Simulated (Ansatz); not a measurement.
**What a trial cell of SiC relaxes into**

All numbers below come from Ansatz 0.2.0, DFT PBE, scalar-relativistic, plane waves, PAW. Cutoff 420 eV, Γ-centred k mesh, Gaussian smearing, no spin polarisation in the final step.

SiC was placed on the CuAu (L1_0) structure type (P4/mmm, No. 123), with Si in place of Cu, C in place of Au, at a guessed volume.

```xyz
2
Lattice="2.5260 0.0000 0.0000 0.0000 2.5260 0.0000 0.0000 0.0000 3.3109" Properties=species:S:1:pos:R:3 pbc="T T T"
Si    1.2630    1.2630    1.6554
C     0.0000    0.0000    0.0000
```

Steps on the 6×6×6 mesh (2 atoms). 8 of 11 steps are shown, and the free energy counts from the last. Trial steps that were taken back and renewals of the plane-wave basis can be among the rows.

| step | ΔF (meV/atom) | V (Å³/atom) | P (GPa) |
| --- | --- | --- | --- |
| 1 | 336.9 | 10.56 | -6.77 |
| 2 | 225.8 | 10.31 | -7.23 |
| 3 | 119.0 | 9.85 | -6.04 |
| 4 | 36.4 | 9.44 | -3.53 |
| 5 | 6.3 | 9.03 | 2.66 |
| 6 | 7.6 | 9.19 | -0.14 |
| 7 | 0.5 | 9.12 | 1.03 |
| 11 | 0.0 | 9.17 | 0.09 |

A final relaxation ran on a 20×20×20 mesh. The relaxed crystal, Pm-3m (No. 221):

Space group Pm-3m (No. 221). a = 2.642 Å, b = 2.642 Å, c = 2.642 Å, α = 90.00°, β = 90.00°, γ = 90.00°
| atom | site | symmetry | x | y | z |
| --- | --- | --- | --- | --- | --- |
| Si | 1b | m-3m | 0.5000 | 0.5000 | 0.5000 |
| C | 1a | m-3m | 0.0000 | 0.0000 | 0.0000 |

- Volume per atom: 9.22 Å³
- Density: 3.61 g/cm³
- Energy over the elements: 1.87 eV/atom
- Gap on the 20×20×20 mesh: 0 eV (a metal)

The zero of energy is the elements' standard structures at the same level; no fitted shifts are applied.

The final run used a 20×20×20 mesh on its 2-atom cell and 0.10 eV smearing. For metals, differences of a few meV/atom aren't resolved.

A later test with randomly moved atoms lowered the energy by 2067 meV/atom on a coarse mesh, so it isn't stable against such moves and is likely a saddle point held by symmetry.

Cost: 6 runs of about 8.9 core-minutes in all, on AMD EPYC 7R43 (Zen 3) (shared hosts).